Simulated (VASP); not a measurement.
Wanted: the native input for a VASP 6.6.1 run.

```
Task                   : single point
Functional             : LDA
Potentials or basis    : VASP PAW LDA potentials, release 64 (Bi_d, Te)
Cutoff                 : 520 eV
k mesh                 : 6 × 6 × 6
Occupations            : gaussian, width 0.1 eV
Spin                   : no spin polarisation
Dipole correction      : no
Further INCAR settings : ALGO = Fast; EDIFF = 1e-07; NBANDS = 32
```

The structure of Bi2Te3 lies in POSCAR:

```
Bi2Te3
1.0
    2.2085012539      1.2750787934      9.9466700000
   -2.2085012539      1.2750787934      9.9466700000
    0.0000000000     -2.5501575869      9.9466700000
Bi Te
2 3
Direct
    0.8120000000      0.8120000000      0.8120000000
    0.4020000000      0.4020000000      0.4020000000
    0.6110000000      0.6110000000      0.6110000000
    0.2000000000      0.2000000000      0.2000000000
    0.0000000000      0.0000000000      0.0000000000
```

Measurements of this composition are mostly on another form, of space group No. 166.

One way to write it, as run:

INCAR

```
SYSTEM = Bi2Te3
PREC = Accurate
ENCUT = 520
EDIFF = 1E-7
ISMEAR = 0
SIGMA = 0.1
LREAL = .FALSE.
LASPH = .TRUE.
NELM = 100
ALGO = Fast
ISIF = 2
LWAVE = .FALSE.
LCHARG = .TRUE.
LELF = .TRUE.
LVHAR = .TRUE.
NBANDS = 32
```

KPOINTS

```
Automatic mesh
0
G
  6 6 6
  0 0 0
```

Potentials or basis: VASP PAW LDA potentials, release 64 (Bi_d, Te).

Command:

```console
$ cat potpaw_LDA.64/Bi_d/POTCAR potpaw_LDA.64/Te/POTCAR > POTCAR
$ mpirun -np 1 vasp_std > vasp.out
```

Results of the run:

```yaml
Pressure: -1.8 GPa
Largest_force: 1.197 eV/Å
Band_gap_on_the_k_mesh: none (metal or under the smearing width)
```

Caveat: spin-orbit coupling is left out, which moves the levels of the heavy elements; forces of over 1 eV/Å show positions far from the minimum, so gaps and moduli don't describe the material at rest.

Wall time 11 min on 1 thread of AMD EPYC 9R45 96-Core Processor (Zen 5), with other jobs on the host, peak memory 0.69 GiB.
